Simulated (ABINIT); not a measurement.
# Te2Mo (P6_3/mmc) in ABINIT: settings compared

The runs below take Te2Mo through equation of state, band structure, with LDA-Teter, RPBE.

All numbers are computed with ABINIT 10.8.3 (patched build); they aren't measurements. Logs are shortened: lines on timing, memory, paths and dates and some standing lists are left out, and cuts for length are marked. The log counts tension as positive stress, the text compression.

**The experiment to reproduce.**

From “Broadband infrared study of pressure-tunable Fano resonance and metallization transition in 2H-MoTe2”, 2022, pmc:9569381, for a bulk crystal of Te2Mo at 300 K: band gap 0.88 ± 0.05 eV (indirect).

How close the calculation comes is told below.

### Step 1. The structure

The structure is hexagonal, space group P6_3/mmc (No. 194). The conventional cell has a = 3.518 Å, b = 3.518 Å, c = 13.974 Å, α = 90.00°, β = 90.00°, γ = 120.00°. Around Te (site symmetry 3m) lie 3 Mo at 2.72 Å. Mo (site symmetry -6m2) has 6 Te at 2.72 Å as nearest neighbours.

### Step 2. Equation of state, LDA-Teter

Contents of run.abi:

```
# Datasets: one volume each
ndtset 7
getwfk -1
scalecart1 3*0.9795861087
scalecart2 3*0.9864848297
scalecart3 3*0.9932883884
scalecart4 3*1.0000000000
scalecart5 3*1.0066227096
scalecart6 3*1.0131594038
scalecart7 3*1.0196128224

# Pseudopotentials
pp_dirpath "./"
pseudos "Te.LDA_PW-JTH.xml, Mo.LDA_PW-JTH.xml"

# Structure
acell 3*1.0
rprim
     6.6484344517     0.0000000000     0.0000000000
    -3.3242172258     5.7577131305     0.0000000000
     0.0000000000     0.0000000000    26.4062769751
ntypat 2
znucl 52 42
natom 6
typat 1 1 1 1 2 2
xred
     0.6666666667     0.3333333333     0.3790000000
     0.3333333333     0.6666666667     0.8790000000
     0.6666666667     0.3333333333     0.1210000000
     0.3333333333     0.6666666667     0.6210000000
     0.6666666667     0.3333333333     0.7500000000
     0.3333333333     0.6666666667     0.2500000000

# Plane-wave basis
ecut 15.0
pawecutdg 30.0

# k points
kptopt 1
ngkpt 9 9 2
nshiftk 1
shiftk 0.0 0.0 0.0

# Exchange and correlation
ixc 1

# Bands and occupations
nband 32
occopt 3
tsmear 0.05 eV

# SCF cycle
nstep 100
tolvrs 1.0e-9

# Output
iomode 3
prtwf 1
prtden 0
prteig 0
prtebands 0
prtvol 2
```

Potentials or basis: JTH PAW LDA v2.0.

Command:

```
> abinit run.abi > log 2>&1
```

run.abo:

```text
.Version 10.8.3 of ABINIT
 DATASET    1 : space group P6_3/m m c (#194); Bravais hP (primitive hexag.)
================================================================================
 Values of the parameters that define the memory need for DATASET  1.
     intxc =       0    ionmov =       0      iscf =      17    lmnmax =      18
     lnmax =       6     mgfft =      96  mpssoang =       3    mqgrid =    6378
     natom =       6  nloc_mem =       2    nspden =       1   nspinor =       1
    nsppol =       1      nsym =      24    n1xccc =       1    ntypat =       2
    occopt =       3   xclevel =       1
       mpw =        2656          nfft =       55296          nkpt =          24
 PAW method is used; the additional fine FFT grid is defined by:
   mgfftf=       128    nfftf =    165888
================================================================================
================================================================================
[... 71 lines left out ...]
 DATASET    7 : space group P6_3/m m c (#194); Bravais hP (primitive hexag.)
================================================================================
 Values of the parameters that define the memory need for DATASET  7.
     intxc =       0    ionmov =       0      iscf =      17    lmnmax =      18
     lnmax =       6     mgfft =      96  mpssoang =       3    mqgrid =    6639
     natom =       6  nloc_mem =       2    nspden =       1   nspinor =       1
    nsppol =       1      nsym =      24    n1xccc =       1    ntypat =       2
    occopt =       3   xclevel =       1
       mpw =        3000          nfft =       55296          nkpt =          24
 PAW method is used; the additional fine FFT grid is defined by:
   mgfftf=       135    nfftf =    174960
================================================================================
================================================================================

--------------------------------------------------------------------------------
------------- Echo of variables that govern the present computation ------------
--------------------------------------------------------------------------------
 -outvars: echo values of preprocessed input variables --------
            acell      1.0000000000E+00  1.0000000000E+00  1.0000000000E+00 Bohr
              amu      1.27600000E+02  9.59400000E+01
             ecut      1.50000000E+01 Hartree
           getwfk          -1
           jdtset        1    2    3    4    5    6    7
         kptrlatt        9    0    0      0    9    0      0    0    2
          kptrlen1     5.17344442E+01
          kptrlen2     5.20987833E+01
          kptrlen3     5.24580966E+01
          kptrlen4     5.28125540E+01
          kptrlen5     5.31623162E+01
          kptrlen6     5.35075357E+01
          kptrlen7     5.38483572E+01
            natom           6
            nband          32
           ndtset           7
            ngfft          24      24      96
          ngfftdg1         36      36     128
          ngfftdg2         36      36     135
          ngfftdg3         36      36     135
          ngfftdg4         36      36     135
          ngfftdg5         36      36     135
          ngfftdg6         36      36     135
          ngfftdg7         36      36     135
             nkpt          24
            nstep         100
             nsym          24
           ntypat           2
           occopt           3
        pawecutdg      3.00000000E+01 Hartree
           prtden           0
        prtebands           0
           prteig           0
           prtvol           2
            rprim1     6.5127140335E+00  0.0000000000E+00  0.0000000000E+00
                      -3.2563570167E+00  5.6401758005E+00  0.0000000000E+00
                       0.0000000000E+00  0.0000000000E+00  2.5867222107E+01
            rprim2     6.5585797279E+00  0.0000000000E+00  0.0000000000E+00
                      -3.2792898639E+00  5.6798966570E+00  0.0000000000E+00
                       0.0000000000E+00  0.0000000000E+00  2.6049391645E+01
            rprim3     6.6038127419E+00  0.0000000000E+00  0.0000000000E+00
                      -3.3019063709E+00  5.7190695963E+00  0.0000000000E+00
                       0.0000000000E+00  0.0000000000E+00  2.6229048300E+01
            rprim4     6.6484344517E+00  0.0000000000E+00  0.0000000000E+00
                      -3.3242172258E+00  5.7577131305E+00  0.0000000000E+00
                       0.0000000000E+00  0.0000000000E+00  2.6406276975E+01
            rprim5     6.6924651024E+00  0.0000000000E+00  0.0000000000E+00
                      -3.3462325511E+00  5.7958447925E+00  0.0000000000E+00
                       0.0000000000E+00  0.0000000000E+00  2.6581158079E+01
            rprim6     6.7359238853E+00  0.0000000000E+00  0.0000000000E+00
                      -3.3679619426E+00  5.8334812025E+00  0.0000000000E+00
                       0.0000000000E+00  0.0000000000E+00  2.6753767837E+01
            rprim7     6.7788290158E+00  0.0000000000E+00  0.0000000000E+00
                      -3.3894145079E+00  5.8706381356E+00  0.0000000000E+00
                       0.0000000000E+00  0.0000000000E+00  2.6924178596E+01
          spgroup         194
           tolvrs      1.00000000E-09
           tsmear      1.83746611E-03 Hartree
            typat      1  1  1  1  2  2
           useylm           1
           xangst1     1.7231899227E+00  9.9488416570E-01  5.1878825425E+00
                       1.7279277169E-11  1.9897683314E+00  1.2032054762E+01
                       1.7231899227E+00  9.9488416570E-01  1.6562896772E+00
                       1.7279277169E-11  1.9897683314E+00  8.5004618968E+00
                       1.7231899227E+00  9.9488416570E-01  1.0266258329E+01
                       1.7279277169E-11  1.9897683314E+00  3.4220861098E+00
           xangst2     1.7353254628E+00  1.0018906230E+00  5.2244181302E+00
                       1.7400813691E-11  2.0037812461E+00  1.2116790334E+01
                       1.7353254628E+00  1.0018906230E+00  1.6679540732E+00
                       1.7400813691E-11  2.0037812461E+00  8.5603262767E+00
                       1.7353254628E+00  1.0018906230E+00  1.0338558305E+01
                       1.7400813691E-11  2.0037812461E+00  3.4461861017E+00
           xangst3     1.7472936029E+00  1.0088004320E+00  5.2604497390E+00
                       1.7520739889E-11  2.0176008639E+00  1.2200357046E+01
                       1.7472936029E+00  1.0088004320E+00  1.6794575684E+00
                       1.7520739889E-11  2.0176008639E+00  8.6193648758E+00
                       1.7472936029E+00  1.0088004320E+00  1.0409860961E+01
[... 52 lines left out ...]
                       3.3554812772E-11  3.8638965283E+00  1.6506899167E+01
                       3.3462325512E+00  1.9319482642E+00  1.9935868559E+01
                       3.3554812772E-11  3.8638965283E+00  6.6452895198E+00
            xcart6     3.3679619427E+00  1.9444937342E+00  1.0139678010E+01
                       3.3771963902E-11  3.8889874684E+00  2.3516561928E+01
                       3.3679619427E+00  1.9444937342E+00  3.2372059082E+00
                       3.3771963902E-11  3.8889874684E+00  1.6614089827E+01
                       3.3679619427E+00  1.9444937342E+00  2.0065325878E+01
                       3.3771963902E-11  3.8889874684E+00  6.6884419592E+00
            xcart7     3.3894145079E+00  1.9568793785E+00  1.0204263688E+01
                       3.3986817281E-11  3.9137587570E+00  2.3666352986E+01
                       3.3894145079E+00  1.9568793785E+00  3.2578256101E+00
                       3.3986817281E-11  3.9137587570E+00  1.6719914908E+01
                       3.3894145079E+00  1.9568793785E+00  2.0193133947E+01
                       3.3986817281E-11  3.9137587570E+00  6.7310446489E+00
             xred      6.6666666667E-01  3.3333333333E-01  3.7900000000E-01
                       3.3333333333E-01  6.6666666667E-01  8.7900000000E-01
                       6.6666666667E-01  3.3333333333E-01  1.2100000000E-01
                       3.3333333333E-01  6.6666666667E-01  6.2100000000E-01
                       6.6666666667E-01  3.3333333333E-01  7.5000000000E-01
                       3.3333333333E-01  6.6666666667E-01  2.5000000000E-01
            znucl       52.00000   42.00000

================================================================================

 chkinp: Checking input parameters for consistency, jdtset=   1.

 chkinp: Checking input parameters for consistency, jdtset=   2.
[... 52 lines left out ...]
- pspini: atom type   2  psp file is ./Mo.LDA_PW-JTH.xml
 Pseudopotential format is: paw10
 basis_size (lnmax)=  6 (lmn_size= 18), orbitals=   0   0   1   1   2   2
 Spheres core radius: rc_sph= 2.20740211
 Shapefunction is SIN type: shapef(r)=[sin(pi*r/rshp)/(pi*r/rshp)]**2
 Radius for shape functions =  1.91008465
 Compensation charge density is not taken into account in XC energy/potential

   2.55041767E+04                                ecore*ucvol(ha*bohr**3)
--------------------------------------------------------------------------------

================================================================================

--- !BeginCycle
iteration_state: {dtset: 1, }
solver: {iscf: 17, nstep: 100, nline: 4, wfoptalg: 10, }
tolerances: {tolvrs: 1.00E-09, }
...
[... 4092 lines left out ...]
-Cartesian components of stress tensor (GPa)         [Pressure= -7.1689E+00 GPa]
- sigma(1 1)=  6.79094723E+00  sigma(3 2)=  0.00000000E+00
- sigma(2 2)=  6.79094724E+00  sigma(3 1)=  0.00000000E+00
- sigma(3 3)=  7.92481132E+00  sigma(2 1)= -5.73472010E-09

== END DATASET(S) ==============================================================
================================================================================

 -outvars: echo values of variables after computation  --------
            acell      1.0000000000E+00  1.0000000000E+00  1.0000000000E+00 Bohr
           etotal1    -1.7187154168E+02
           etotal2    -1.7187426124E+02
           etotal3    -1.7187516162E+02
           etotal4    -1.7187449580E+02
           etotal5    -1.7187243584E+02
           etotal6    -1.7186914072E+02
           etotal7    -1.7186474575E+02
            fcart1     2.4117590692E-29  1.8101586722E-28  1.5185837368E-02
                       6.5462031877E-29 -9.9459267707E-30  1.5185837368E-02
                      -3.7899071087E-29  7.3599858099E-29 -1.5185837368E-02
                       1.0680647306E-28 -9.9459267710E-30 -1.5185837368E-02
                      -2.0327683583E-28 -3.7993440262E-28 -5.7824115866E-19
                       4.4789811284E-29  1.4521053084E-28 -5.7824115866E-19
            fcart2    -3.7634033947E-29 -2.1728019630E-29  8.5740857082E-03
                       6.5004240454E-29  6.1233509867E-29  8.5740857082E-03
                       3.4212758134E-30 -2.1728019630E-29 -8.5740857082E-03
                      -3.7634033947E-29 -2.1728019630E-29 -8.5740857082E-03
[... 94 lines left out ...]
                       1.7756442223E-11  2.0446859867E+00  8.7350748560E+00
                       1.7707500073E+00  1.0223429934E+00  1.0549607314E+01
                       1.7756442223E-11  2.0446859867E+00  3.5165357713E+00
           xangst6     1.7822487060E+00  1.0289817702E+00  5.3656865252E+00
                       1.7871353652E-11  2.0579635404E+00  1.2444428643E+01
                       1.7822487060E+00  1.0289817702E+00  1.7130555925E+00
                       1.7871353652E-11  2.0579635404E+00  8.7917977102E+00
                       1.7822487060E+00  1.0289817702E+00  1.0618113177E+01
                       1.7871353652E-11  2.0579635404E+00  3.5393710588E+00
           xangst7     1.7936009147E+00  1.0355359709E+00  5.3998637939E+00
                       1.7985049164E-11  2.0710719418E+00  1.2523694657E+01
                       1.7936009147E+00  1.0355359709E+00  1.7239670688E+00
                       1.7985049164E-11  2.0710719418E+00  8.8477979315E+00
                       1.7936009147E+00  1.0355359709E+00  1.0685746294E+01
                       1.7985049164E-11  2.0710719418E+00  3.5619154314E+00
             xred      6.6666666667E-01  3.3333333333E-01  3.7900000000E-01
                       3.3333333333E-01  6.6666666667E-01  8.7900000000E-01
                       6.6666666667E-01  3.3333333333E-01  1.2100000000E-01
                       3.3333333333E-01  6.6666666667E-01  6.2100000000E-01
                       6.6666666667E-01  3.3333333333E-01  7.5000000000E-01
                       3.3333333333E-01  6.6666666667E-01  2.5000000000E-01
 Calculation completed.
```

It took 9.4 min on 1 thread of Arm Neoverse V2, shared host; peak memory 0.19 GiB.

What came out:

```
Equilibrium volume                        : 24.49 Å³/atom
Bulk modulus at fixed shape and positions : 112 GPa
Pressure derivative of the bulk modulus   : 5.1
```

Energy against volume, from the lowest point:
| volume (Å³/atom) | energy (meV/atom) |
| --- | --- |
| 23.467 | 16.42 |
| 23.966 | 4.08 |
| 24.466 | 0.00 |
| 24.965 | 3.02 |
| 25.464 | 12.36 |
| 25.963 | 27.31 |
| 26.463 | 47.24 |

Caveat: pressures at fixed basis lie under the slope of the energies; the cell was scaled at fixed shape and fractional positions, which overstates the stiffness of a crystal with free parameters, most of all of layers and chains.

### Step 3. Band structure, RPBE

Contents of run.abi:

```
# Datasets: ground state, then fixed potential
ndtset 2

# Pseudopotentials
pp_dirpath "./"
pseudos "Te.GGA_PBE-JTH.xml, Mo.GGA_PBE-JTH.xml"

# Structure
acell 6.6484344517 6.6484344517 26.4062769751
rprim
     1.0000000000     0.0000000000     0.0000000000
    -0.5000000000     0.8660254038     0.0000000000
     0.0000000000     0.0000000000     1.0000000000
ntypat 2
znucl 52 42
natom 6
typat 1 1 1 1 2 2
xcart
     3.3242172262     1.9192377100    10.0079789736
    -0.0000000003     3.8384754206    23.2111174611
     3.3242172262     1.9192377100     3.1951595140
    -0.0000000003     3.8384754206    16.3982980015
     3.3242172262     1.9192377100    19.8047077313
    -0.0000000003     3.8384754206     6.6015692438

# Plane-wave basis
ecut 15.0
pawecutdg 30.0
pawxcdev 0

# Exchange and correlation
ixc 15

# Bands and occupations
occopt 3
tsmear 0.00183747

# SCF cycle
nstep 100

# Output
iomode 3
prtwf 0
prteig 0
prtebands 0
enunit 1
prtden1 1
prtvha1 1
prtvclmb1 1
prtpot1 1

# Dataset 1
kptopt1 1
ngkpt1 9 9 2
nshiftk1 1
shiftk1 0.0 0.0 0.0
nband1 32
tolvrs1 1.0e-9

# Dataset 2: bands along G-M-K-G-A-L-H-A
iscf2 -2
getden2 1
nband2 38
nbdbuf2 4
tolwfr2 1.0e-11
kptopt2 -7
ndivsm2 6
prteig2 1
prtvol2 -3
kptbounds2
     0.0000000000     0.0000000000     0.0000000000
     0.5000000000     0.0000000000     0.0000000000
     0.3333333333     0.3333333333     0.0000000000
     0.0000000000     0.0000000000     0.0000000000
     0.0000000000     0.0000000000     0.5000000000
     0.5000000000     0.0000000000     0.5000000000
     0.3333333333     0.3333333333     0.5000000000
     0.0000000000     0.0000000000     0.5000000000
```

Potentials or basis: JTH PAW PBE v2.0.

Command:

```
> abinit run.abi > log 2>&1
```

It took 7.4 min on 1 thread of Arm Neoverse V2, shared host; peak memory 0.4 GiB.

The run converged. Its results:

```
Free energy                                           : -4644.5226 eV
Pressure                                              : 5.7 GPa
Largest force                                         : 0.371 eV/Å
Band gap on the k mesh                                : 0.77 eV, indirect (least direct gap 1.04 eV)
Band gap along the path                               : 0.69 eV, indirect (least direct gap 1.04 eV)
Valence electrons inside the program's atomic spheres : Te 3.17, 3.16; Mo 11.26
```

Forces on the atoms (eV/Å):
```
Te   0.000  0.000  0.371
Te   0.000  0.000  0.371
Te   0.000  0.000 -0.371
Te   0.000  0.000 -0.371
Mo   0.000  0.000  0.000
Mo   0.000  0.000  0.000
```

Stress tensor (GPa, compression positive):
```
5.35 0.00 0.00
0.00 5.35 0.00
0.00 0.00 6.31
```

Levels at the corners of the path, in eV from the valence-band top:
| point | band 23 | band 24 | band 25 | band 26 | band 27 | band 28 | band 29 | band 30 |
| --- | --- | --- | --- | --- | --- | --- | --- | --- |
| Γ | -1.04 | -1.04 | -0.39 | 0.00 | 2.86 | 2.86 | 2.98 | 2.98 |
| M | -1.06 | -0.98 | -0.65 | -0.37 | 1.26 | 1.32 | 1.43 | 1.76 |
| K | -1.89 | -1.89 | -0.31 | -0.08 | 0.96 | 0.96 | 1.12 | 2.14 |
| Γ | -1.04 | -1.04 | -0.39 | 0.00 | 2.86 | 2.86 | 2.98 | 2.98 |
| A | -1.06 | -1.06 | -0.10 | -0.10 | 2.89 | 2.89 | 2.89 | 2.89 |
| L | -1.00 | -1.00 | -0.51 | -0.51 | 1.28 | 1.28 | 1.61 | 1.61 |
| H | -2.05 | -2.05 | -0.22 | -0.22 | 0.97 | 0.97 | 1.59 | 1.59 |
| A | -1.06 | -1.06 | -0.10 | -0.10 | 2.89 | 2.89 | 2.89 | 2.89 |

Caveat: the PAW data sets were made with another functional, which shifts forces and pressure a little; spin-orbit coupling is left out, which moves the levels of the heavy elements; this functional lacks dispersion, which binds the layers, so the pressure and a relaxed spacing across them are unreliable.

### Step 4. Comparison with measurements

Step 3. A measured gap of Te2Mo is 0.88 eV (indirect; 300 K; quoted in “Broadband infrared study of pressure-tunable Fano resonance and metallization transition in 2H-MoTe2”, 2022, pmc:9569381); the calculated 0.69 eV misses it by -0.19 eV. Spin-orbit coupling on Mo, Te is left out. The value is that of RPBE, without temperature or zero-point motion. Semilocal functionals fall short of measured gaps as a rule.
